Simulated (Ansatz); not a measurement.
# HfSi47 (Silicon): the cost of one run

Computed with Ansatz 0.2.0 (DFT, PBE, plane-wave PAW, default files, scalar-relativistic, as far as a step names no other, unless a step's input says otherwise).

## (1) The starting structure

It takes space group Pm (No. 6, monoclinic). The conventional cell has a = 7.332 Å, b = 8.304 Å, c = 8.812 Å, α = 90.00°, β = 106.10°, γ = 90.00°. Hf (site symmetry m) has 12 Si at 2.44 to 2.51 Å as nearest neighbours. Around Si (site symmetry m) lie 12 Si at 2.44 to 2.51 Å. Si (site symmetry m) has 11 Si at 2.44 to 2.51 Å and 1 Hf at 2.44 Å as nearest neighbours. Only part of the 36 independent sites is listed.

As a file:

```
CELL_PARAMETERS angstrom
7.33200 0.00000 0.00000
-4.88800 8.46626 0.00000
0.00000 0.00000 8.30400
ATOMIC_POSITIONS crystal
Hf 0.11111 0.16667 0.12500
Si 0.11111 0.16667 0.62500
Si 0.11111 0.41667 0.12500
Si 0.11111 0.41667 0.62500
Si 0.11111 0.66667 0.12500
Si 0.11111 0.66667 0.62500
Si 0.11111 0.91667 0.12500
Si 0.11111 0.91667 0.62500
Si 0.44444 0.16667 0.12500
Si 0.44444 0.16667 0.62500
Si 0.44444 0.41667 0.12500
Si 0.44444 0.41667 0.62500
Si 0.44444 0.66667 0.12500
Si 0.44444 0.66667 0.62500
Si 0.44444 0.91667 0.12500
Si 0.44444 0.91667 0.62500
Si 0.77778 0.16667 0.12500
Si 0.77778 0.16667 0.62500
Si 0.77778 0.41667 0.12500
Si 0.77778 0.41667 0.62500
Si 0.77778 0.66667 0.12500
Si 0.77778 0.66667 0.62500
Si 0.77778 0.91667 0.12500
Si 0.77778 0.91667 0.62500
Si 0.22222 0.08333 0.37500
Si 0.22222 0.08333 0.87500
Si 0.22222 0.33333 0.37500
Si 0.22222 0.33333 0.87500
Si 0.22222 0.58333 0.37500
Si 0.22222 0.58333 0.87500
Si 0.22222 0.83333 0.37500
Si 0.22222 0.83333 0.87500
Si 0.55556 0.08333 0.37500
Si 0.55556 0.08333 0.87500
Si 0.55556 0.33333 0.37500
Si 0.55556 0.33333 0.87500
Si 0.55556 0.58333 0.37500
Si 0.55556 0.58333 0.87500
Si 0.55556 0.83333 0.37500
Si 0.55556 0.83333 0.87500
Si 0.88889 0.08333 0.37500
Si 0.88889 0.08333 0.87500
Si 0.88889 0.33333 0.37500
Si 0.88889 0.33333 0.87500
Si 0.88889 0.58333 0.37500
Si 0.88889 0.58333 0.87500
Si 0.88889 0.83333 0.37500
Si 0.88889 0.83333 0.87500
```

Atom 1 of the input is the impurity.

## (2) First run, atoms as given

The input, input.yaml:

```yaml
crystal:
  lattice:
    - [7.332, 0.0, 0.0]
    - [-4.888, 8.4662643472, 0.0]
    - [0.0, 0.0, 8.304]
  atoms:
    - { symbol: Hf, position: [0.1111111111, 0.1666666667, 0.125] }
    - { symbol: Si, position: [0.1111111111, 0.1666666667, 0.625] }
    - { symbol: Si, position: [0.1111111111, 0.4166666667, 0.125] }
    - { symbol: Si, position: [0.1111111111, 0.4166666667, 0.625] }
    - { symbol: Si, position: [0.1111111111, 0.6666666667, 0.125] }
    - { symbol: Si, position: [0.1111111111, 0.6666666667, 0.625] }
    - { symbol: Si, position: [0.1111111111, 0.9166666667, 0.125] }
    - { symbol: Si, position: [0.1111111111, 0.9166666667, 0.625] }
    - { symbol: Si, position: [0.4444444444, 0.1666666667, 0.125] }
    - { symbol: Si, position: [0.4444444444, 0.1666666667, 0.625] }
    - { symbol: Si, position: [0.4444444444, 0.4166666667, 0.125] }
    - { symbol: Si, position: [0.4444444444, 0.4166666667, 0.625] }
    - { symbol: Si, position: [0.4444444444, 0.6666666667, 0.125] }
    - { symbol: Si, position: [0.4444444444, 0.6666666667, 0.625] }
    - { symbol: Si, position: [0.4444444444, 0.9166666667, 0.125] }
    - { symbol: Si, position: [0.4444444444, 0.9166666667, 0.625] }
    - { symbol: Si, position: [0.7777777778, 0.1666666667, 0.125] }
    - { symbol: Si, position: [0.7777777778, 0.1666666667, 0.625] }
    - { symbol: Si, position: [0.7777777778, 0.4166666667, 0.125] }
    - { symbol: Si, position: [0.7777777778, 0.4166666667, 0.625] }
    - { symbol: Si, position: [0.7777777778, 0.6666666667, 0.125] }
    - { symbol: Si, position: [0.7777777778, 0.6666666667, 0.625] }
    - { symbol: Si, position: [0.7777777778, 0.9166666667, 0.125] }
    - { symbol: Si, position: [0.7777777778, 0.9166666667, 0.625] }
    - { symbol: Si, position: [0.2222222222, 0.0833333333, 0.375] }
    - { symbol: Si, position: [0.2222222222, 0.0833333333, 0.875] }
    - { symbol: Si, position: [0.2222222222, 0.3333333333, 0.375] }
    - { symbol: Si, position: [0.2222222222, 0.3333333333, 0.875] }
    - { symbol: Si, position: [0.2222222222, 0.5833333333, 0.375] }
    - { symbol: Si, position: [0.2222222222, 0.5833333333, 0.875] }
    - { symbol: Si, position: [0.2222222222, 0.8333333333, 0.375] }
    - { symbol: Si, position: [0.2222222222, 0.8333333333, 0.875] }
    - { symbol: Si, position: [0.5555555556, 0.0833333333, 0.375] }
    - { symbol: Si, position: [0.5555555556, 0.0833333333, 0.875] }
    - { symbol: Si, position: [0.5555555556, 0.3333333333, 0.375] }
    - { symbol: Si, position: [0.5555555556, 0.3333333333, 0.875] }
    - { symbol: Si, position: [0.5555555556, 0.5833333333, 0.375] }
    - { symbol: Si, position: [0.5555555556, 0.5833333333, 0.875] }
    - { symbol: Si, position: [0.5555555556, 0.8333333333, 0.375] }
    - { symbol: Si, position: [0.5555555556, 0.8333333333, 0.875] }
    - { symbol: Si, position: [0.8888888889, 0.0833333333, 0.375] }
    - { symbol: Si, position: [0.8888888889, 0.0833333333, 0.875] }
    - { symbol: Si, position: [0.8888888889, 0.3333333333, 0.375] }
    - { symbol: Si, position: [0.8888888889, 0.3333333333, 0.875] }
    - { symbol: Si, position: [0.8888888889, 0.5833333333, 0.375] }
    - { symbol: Si, position: [0.8888888889, 0.5833333333, 0.875] }
    - { symbol: Si, position: [0.8888888889, 0.8333333333, 0.375] }
    - { symbol: Si, position: [0.8888888889, 0.8333333333, 0.875] }
kpoints:
  mp_grid: { grid: [3, 2, 2] }
scf:
  occupations: { method: fermi_dirac, width: 0.01 }
hamiltonian:
  xc: pbe
  pseudopotentials: { kind: paw }
output:
  forces: true
  stress: true
  populations: true
  efg: { quadrupole_moments_barn: { Hf: 3.365 }, contact_densities: true }
  write_density: true
  write_potential: true
  elf: true
  volumetric_format: npy
```

Command:

```bash
ansatz run input.yaml --threads 1 --pin off --max-ram 3072MiB --backend cpu --events-out ev --progress --plain --runs-dir out
```

**Question.** How long does this run take on 1 thread of Intel Xeon Platinum 8259CL at 2.50GHz (Skylake/Cascade Lake), shared host, and how much memory does it need?

About 89 s, with a peak of 1.2 GiB.
